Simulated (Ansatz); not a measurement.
Ansatz input

```yaml
crystal:
  lattice:
    - [2.8628080478, 0.0, 0.0]
    - [-1.4314040239, 2.4792644955, 0.0]
    - [0.0, 0.0, 2.8258455329]
  atoms:
    - { symbol: B, position: [0.0, 0.0, 0.0] }
    - { symbol: B, position: [0.3333333333, 0.6666666667, 0.5] }
    - { symbol: B, position: [0.6666666667, 0.3333333333, 0.5] }
hamiltonian:
  xc: pbe
  pseudopotentials:
    kind: paw
    azcp:
      B: "pseudopotentials/B.paw.azcp"
basis:
  ecutwfc: 420
  fft_grid_basis: typed
kpoints:
  mp_grid: { grid: [17, 17, 15], shift: [0, 0, 0] }
magnetization:
  spin_polarized: false
scf:
  occupations: { method: fermi_dirac, width: 0.1 }
```

Output

```
Engine: ansatz 0.2.0, x86_64-unknown-linux-gnu
Pseudopotentials: kind: paw
Pseudopotential: B, paw, valence charge 3, recommended cutoff 420 eV (normal) 
Functional definition: PBE
  parameter kappa = 0.804
  parameter beta = 0.06672455060314922
  exchange = pbe_x(kappa = kappa, mu = beta*pi^2/3)
  correlation = pbe_c(beta = beta)
Crystal: 3 atoms, lattice volume = 20.057 Å³
Basis set: ecut = 420 eV, 405 PW (Γ)
Bands: 9, of which v1, the nominal top of the filled ones, is band 5 counted from 1 (4 counted from 0)
Symmetry: 24 space group operations
Space group: P6/mmm (ITA 191), of the structure as read, at distance tolerance 2.7e-5 Å
k-points: 264 of 4335
Non-local potential: B, projectors of the file, l = 0: 2, l = 1: 2, l = 2: 1
PAW form: soft (Blöchl's): semilocal exchange-correlation on the pseudo side does not see the compensation charge
PAW one-centre angular grid: B, 110 points (default); XC on 64 Gauss nodes
Initial density: superposition of atomic densities (neutral atoms: chi_scale 0, normalization atom), corrected by the library's trained network
Initial wavefunctions: pseudopotential atomic-orbital guess
Functional: x = pbe(κ = 0.804, μ = 0.2195149727645171), c = pbe(β = 0.06672455060314922)
SCF iter   1: F=—  HF=-464.682591 eV  |F-HF|=—  |Δ(HF+E_count)|=         —  Δρ=7.45e-3  dr2=6.15e-3  ethr=1.77e-3  ⟨swp⟩=4.7  Hψ=14576  notcnv=0
SCF iter   2: F=—  HF=-464.682696 eV  |F-HF|=—  |Δ(HF+E_count)|=   1.05e-4  Δρ=4.66e-3  dr2=2.89e-3  ethr=6.84e-5  ⟨swp⟩=1.0  Hψ=4488  notcnv=0
SCF iter   3: F=—  HF=-464.682470 eV  |F-HF|=—  |Δ(HF+E_count)|=   2.26e-4  Δρ=3.42e-4  dr2=7.27e-6  ethr=3.21e-5  ⟨swp⟩=1.9  Hψ=3138  notcnv=0
SCF iter   4: F=—  HF=-464.682475 eV  |F-HF|=—  |Δ(HF+E_count)|=   4.93e-6  Δρ=5.98e-5  dr2=3.49e-7  ethr=8.08e-8  ⟨swp⟩=2.4  Hψ=3559  notcnv=0
iter 5 did not close the SCF: its close was put off for the readings that it lacked (scf_convergence_deferred on its scf_iter line)
SCF iter   5: F=-464.682475 eV  HF=-464.682475 eV  |F-HF|=8.69e-10  |Δ(HF+E_count)|=   1.73e-7  Δρ=6.66e-6  dr2=6.24e-9  ethr=3.88e-9  ⟨swp⟩=2.0  Hψ=3397  notcnv=0
SCF iter   6: F=-464.682475 eV  HF=-464.682475 eV  |F-HF|=6.88e-12  |Δ(HF+E_count)|=  8.69e-10  Δρ=7.75e-7  dr2=7.02e-11  ethr=6.94e-11  ⟨swp⟩=1.0  Hψ=6909  notcnv=0
SCF 1 converged in 6 iterations: F = -464.682475 eV  dr2 = 7.02e-11
SCF converged after 6 iterations
Free energy (F): -464.682475 eV
Harris-Foulkes:  -464.682475 eV  (|F-HF|=6.88e-12)
Internal energy: -464.668040 eV  (E = F + TS)
E sigma→0 (E₀):  -464.675257 eV
Entropy (-TS):   -0.014435 eV (-4.812 meV/atom)
Fermi energy:    11.568519 eV
--- Per-component energies (eV) ---
  E_band       = 40.377496
  E_kinetic    = 143.381618
  E_local      = -30.305639  (includes V_loc(G=0)·N_el)
  E_nonlocal   = 35.559539
  E_hartree    = 6.736451
  E_xc         = -95.972892
  E_vxc        = -113.975447  (∫ρ·V_xc dr)
  E_paw        = -235.512660  (= ΣΔE_a)
  E_vpaw       = -7.755437  (= ΣTr[D̂ρ^β])
  E_aug_tail   = -0.000008  (compensation charges beyond the density's cutoff)
  E_ewald      = -288.554448
  E_smearing   = -0.014435  (= −TS)
  E_closure    = 0.000000  (closes the sum)
  Σ components = -464.682475   (vs F -464.682475, Δ=0.00e0)
```

Launched by

```sh
ansatz run input.yaml --threads 1 --pin off --max-ram 3584MiB --backend cpu --events-out ev --progress --plain --runs-dir out
```

On 1 thread of Intel(R) Xeon(R) Platinum 8259CL CPU @ 2.50GHz (Skylake/Cascade Lake) (shared host) this took about 5.5 s of wall time and 4.7 s of CPU time.
